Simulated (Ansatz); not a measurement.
Steps from a short run of molecular dynamics on a 2×2×2 supercell (16 atoms) of MgSe (rocksalt), relaxed with r2SCAN; forces from PBE in the plane-wave code Ansatz, 2×2×2 mesh, Fermi-Dirac smearing of 0.020 eV, a Nosé-Hoover thermostat at fixed volume, set at 200 K. Computed, non-magnetic; the trajectory is short and the cell small, so nothing here is a converged average.

Cell vectors in Å:
```
0.0000 5.4725 5.4725
5.4725 0.0000 5.4725
5.4725 5.4725 0.0000
```

Q: At 3 fs the positions in Å are
```
Mg  -0.009  -0.002   0.010
Se   2.746   2.735   2.739
Mg   2.742   2.727   0.008
Se   5.478   5.472   2.731
Mg   2.736  -0.001   2.722
Se   5.468   2.738   5.471
Mg   5.473   2.734   2.734
Se   8.210   5.481   5.478
Mg   0.005   2.741   2.742
Se   2.736   5.469   5.476
Mg   2.745   5.463   2.738
Se   5.467   8.206   5.470
Mg   2.717   2.741   5.475
Se   5.473   5.474   8.206
Mg   5.459   5.473   5.463
Se   8.210   8.210   8.209
```
What are the forces, and how far does the free energy (smearing included) lie above that of step 0, with the atoms on their sites?

A: 0.3 meV an atom; forces in eV/Å:
```
Mg  -0.016   0.044  -0.063
Se  -0.043   0.000  -0.006
Mg  -0.071   0.069  -0.040
Se  -0.005   0.016   0.024
Mg   0.030  -0.020   0.091
Se   0.028  -0.004   0.020
Mg   0.034  -0.017   0.041
Se  -0.031  -0.043  -0.032
Mg  -0.020   0.008  -0.058
Se  -0.031   0.014  -0.041
Mg  -0.044   0.045  -0.037
Se   0.001   0.007  -0.002
Mg   0.077  -0.052   0.016
Se   0.017  -0.012   0.018
Mg   0.074  -0.039   0.042
Se   0.000  -0.015   0.028
```

Q: At 6 fs the positions in Å are
```
Mg  -0.019  -0.004   0.019
Se   2.756   2.733   2.741
Mg   2.747   2.717   0.016
Se   5.483   5.471   2.725
Mg   2.736  -0.002   2.707
Se   5.463   2.740   5.469
Mg   5.473   2.732   2.733
Se   8.210   5.490   5.484
Mg   0.009   2.747   2.748
Se   2.736   5.464   5.479
Mg   2.754   5.454   2.740
Se   5.461   8.204   5.468
Mg   2.699   2.746   5.478
Se   5.473   5.475   8.203
Mg   5.446   5.473   5.453
Se   8.211   8.211   8.209
```
What are the forces, and how far does the free energy (smearing included) lie above that of step 0, with the atoms on their sites?

A: 1.1 meV an atom; forces in eV/Å:
```
Mg  -0.029   0.086  -0.126
Se  -0.087   0.000  -0.012
Mg  -0.141   0.134  -0.080
Se  -0.009   0.032   0.050
Mg   0.060  -0.039   0.179
Se   0.056  -0.008   0.040
Mg   0.067  -0.033   0.081
Se  -0.061  -0.084  -0.060
Mg  -0.040   0.015  -0.115
Se  -0.063   0.029  -0.084
Mg  -0.085   0.088  -0.072
Se   0.002   0.014  -0.004
Mg   0.151  -0.102   0.031
Se   0.033  -0.025   0.034
Mg   0.145  -0.077   0.082
Se   0.000  -0.029   0.056
```

Q: At 9 fs the positions in Å are
```
Mg  -0.028  -0.006   0.028
Se   2.766   2.732   2.744
Mg   2.751   2.709   0.024
Se   5.489   5.470   2.720
Mg   2.737  -0.003   2.694
Se   5.459   2.742   5.467
Mg   5.474   2.730   2.731
Se   8.211   5.498   5.489
Mg   0.014   2.752   2.754
Se   2.736   5.460   5.482
Mg   2.763   5.446   2.742
Se   5.455   8.202   5.466
Mg   2.681   2.751   5.481
Se   5.473   5.477   8.201
Mg   5.434   5.473   5.444
Se   8.212   8.212   8.209
```
What are the forces, and how far does the free energy (smearing included) lie above that of step 0, with the atoms on their sites?

A: 2.4 meV an atom; forces in eV/Å:
```
Mg  -0.040   0.124  -0.186
Se  -0.131  -0.001  -0.017
Mg  -0.207   0.193  -0.116
Se  -0.013   0.047   0.077
Mg   0.087  -0.056   0.262
Se   0.085  -0.012   0.059
Mg   0.100  -0.047   0.117
Se  -0.089  -0.122  -0.085
Mg  -0.058   0.020  -0.168
Se  -0.095   0.044  -0.129
Mg  -0.124   0.129  -0.104
Se   0.003   0.021  -0.005
Mg   0.222  -0.149   0.045
Se   0.047  -0.037   0.049
Mg   0.213  -0.111   0.120
Se   0.001  -0.042   0.081
```

Q: At 12 fs the positions in Å are
```
Mg  -0.037  -0.008   0.036
Se   2.776   2.730   2.746
Mg   2.755   2.701   0.032
Se   5.494   5.469   2.715
Mg   2.737  -0.005   2.681
Se   5.454   2.744   5.465
Mg   5.475   2.728   2.731
Se   8.212   5.507   5.495
Mg   0.018   2.757   2.759
Se   2.735   5.457   5.485
Mg   2.771   5.437   2.743
Se   5.449   8.199   5.464
Mg   2.664   2.755   5.484
Se   5.474   5.478   8.198
Mg   5.422   5.472   5.435
Se   8.213   8.213   8.209
```
What are the forces, and how far does the free energy (smearing included) lie above that of step 0, with the atoms on their sites?

A: 4.1 meV an atom; forces in eV/Å:
```
Mg  -0.046   0.157  -0.242
Se  -0.173  -0.003  -0.022
Mg  -0.267   0.244  -0.149
Se  -0.017   0.060   0.105
Mg   0.112  -0.070   0.339
Se   0.113  -0.016   0.077
Mg   0.130  -0.058   0.148
Se  -0.116  -0.157  -0.107
Mg  -0.074   0.023  -0.216
Se  -0.125   0.059  -0.175
Mg  -0.159   0.166  -0.131
Se   0.004   0.027  -0.005
Mg   0.285  -0.190   0.056
Se   0.060  -0.049   0.063
Mg   0.274  -0.140   0.154
Se   0.001  -0.053   0.106
```

Q: At 30 fs the positions in Å are
```
Mg  -0.098  -0.001   0.062
Se   2.829   2.721   2.761
Mg   2.752   2.674   0.063
Se   5.526   5.465   2.686
Mg   2.751  -0.019   2.637
Se   5.431   2.756   5.458
Mg   5.494   2.709   2.738
Se   8.212   5.552   5.524
Mg   0.037   2.791   2.768
Se   2.729   5.435   5.496
Mg   2.805   5.403   2.740
Se   5.413   8.186   5.451
Mg   2.588   2.762   5.508
Se   5.477   5.484   8.184
Mg   5.378   5.456   5.396
Se   8.220   8.216   8.213
```
What are the forces, and how far does the free energy (smearing included) lie above that of step 0, with the atoms on their sites?

A: 13.5 meV an atom; forces in eV/Å:
```
Mg   0.054   0.195  -0.431
Se  -0.389  -0.005  -0.052
Mg  -0.424   0.347  -0.236
Se  -0.051   0.118   0.252
Mg   0.156  -0.071   0.568
Se   0.257  -0.044   0.170
Mg   0.206  -0.030   0.171
Se  -0.260  -0.336  -0.204
Mg  -0.096  -0.038  -0.320
Se  -0.248   0.139  -0.393
Mg  -0.241   0.276  -0.138
Se   0.015   0.061  -0.006
Mg   0.468  -0.253   0.046
Se   0.110  -0.111   0.123
Mg   0.437  -0.148   0.238
Se   0.008  -0.101   0.211
```

Q: At 54 fs the positions in Å are
```
Mg  -0.159   0.037   0.018
Se   2.876   2.709   2.777
Mg   2.673   2.700   0.062
Se   5.565   5.468   2.663
Mg   2.795  -0.048   2.681
Se   5.416   2.768   5.458
Mg   5.554   2.684   2.773
Se   8.196   5.592   5.551
Mg   0.048   2.823   2.725
Se   2.706   5.414   5.488
Mg   2.808   5.408   2.716
Se   5.366   8.171   5.433
Mg   2.569   2.732   5.544
Se   5.489   5.486   8.173
Mg   5.397   5.415   5.386
Se   8.230   8.215   8.232
```
What are the forces, and how far does the free energy (smearing included) lie above that of step 0, with the atoms on their sites?

A: 14.2 meV an atom; forces in eV/Å:
```
Mg   0.429  -0.140  -0.193
Se  -0.482   0.047  -0.119
Mg  -0.030   0.048  -0.056
Se  -0.137   0.115   0.240
Mg  -0.058   0.132   0.199
Se   0.294  -0.105   0.216
Mg  -0.046   0.197  -0.179
Se  -0.319  -0.529  -0.306
Mg   0.052  -0.283   0.031
Se  -0.159   0.170  -0.312
Mg  -0.032   0.105   0.209
Se   0.072   0.104  -0.008
Mg   0.167   0.151  -0.148
Se   0.119  -0.133   0.145
Mg   0.094   0.241   0.066
Se   0.038  -0.120   0.214
```
